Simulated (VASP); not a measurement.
# AgCl (Chlorargyrite): band structure with PBEsol

**What was measured.**

From a printed reference work, data compilation, for a bulk crystal of AgCl: band gap 3.249 eV (indirect).

AgCl (Chlorargyrite):

```xyz
2
Lattice="0.0000 2.7350 2.7350 2.7350 0.0000 2.7350 2.7350 2.7350 0.0000" Properties=species:S:1:pos:R:3 pbc="T T T"
Ag    0.0000    0.0000    0.0000
Cl    2.7350    2.7350    2.7350
```

```yaml
Program: VASP 6.6.1
Task: band structure
Functional: PBEsol
Potentials_or_basis: VASP PAW PBE potentials, release 64 (Ag, Cl)
Cutoff: 520 eV
k_mesh: 8 × 8 × 8
Occupations: gaussian, width 0.02 eV
Spin: no spin polarisation
Ladder: gaps
Further_INCAR_settings: ALGO = Normal; EDIFF = 1e-06
```

```yaml
Pressure: -0.8 GPa
Band_gap_on_the_k_mesh: 0.72 eV, indirect (least direct gap 3.18 eV)
Band_gap_along_the_path: 0.72 eV, indirect (least direct gap 2.99 eV)
```

Levels at the corners of the path, in eV from the valence-band top:
```csv
point,band 5,band 6,band 7,band 8,band 9,band 10,band 11,band 12,band 13
Γ,-2.61,-2.61,-2.51,-2.51,-2.51,0.72,10.73,10.73,10.73
X,-3.03,-2.40,-2.10,-2.10,-1.99,2.16,7.80,8.60,11.56
X,-3.03,-2.40,-2.10,-2.10,-1.99,2.16,7.80,8.60,11.56
W,-2.15,-2.15,-2.10,-2.09,-1.31,4.16,7.73,7.73,7.88
W,-2.15,-2.15,-2.10,-2.09,-1.31,4.16,7.73,7.73,7.88
K,-2.50,-2.17,-1.98,-1.78,-1.15,3.47,7.09,8.02,9.78
K,-2.50,-2.17,-1.98,-1.78,-1.15,3.47,7.09,8.02,9.78
Γ,-2.61,-2.61,-2.51,-2.51,-2.51,0.72,10.73,10.73,10.73
Γ,-2.61,-2.61,-2.51,-2.51,-2.51,0.72,10.73,10.73,10.73
L,-2.24,-2.24,-1.90,0.00,0.00,3.92,6.67,7.45,7.45
L,-2.24,-2.24,-1.90,0.00,0.00,3.92,6.67,7.45,7.45
U,-2.50,-2.17,-1.98,-1.78,-1.15,3.47,7.09,8.02,9.78
U,-2.50,-2.17,-1.98,-1.78,-1.15,3.47,7.09,8.02,9.78
W,-2.15,-2.15,-2.10,-2.09,-1.31,4.16,7.73,7.73,7.88
W,-2.15,-2.15,-2.10,-2.09,-1.31,4.16,7.73,7.73,7.88
L,-2.24,-2.24,-1.90,0.00,0.00,3.92,6.67,7.45,7.45
L,-2.24,-2.24,-1.90,0.00,0.00,3.92,6.67,7.45,7.45
K,-2.50,-2.17,-1.98,-1.78,-1.15,3.47,7.09,8.02,9.78
U,-2.50,-2.17,-1.98,-1.78,-1.15,3.47,7.09,8.02,9.78
X,-3.03,-2.40,-2.10,-2.10,-1.99,2.16,7.80,8.60,11.56
```

It took 2.1 min on 1 thread of AMD EPYC 7R43 64-Core Processor (Zen 3) (shared host), peak memory 0.14 GiB.

Measured gap of AgCl: 3.249 eV (indirect; a printed reference work, data compilation). This calculation gives 0.72 eV (-2.53 eV). So large a miss can be the level of theory's own, or it may mean another phase, state or a wrong row. Spin-orbit coupling on Ag is left out. The value is that of PBEsol, without temperature or zero-point motion. Semilocal functionals fall short of measured gaps as a rule.

Caveat: the PAW data sets were made with another functional, which shifts forces and pressure a little.
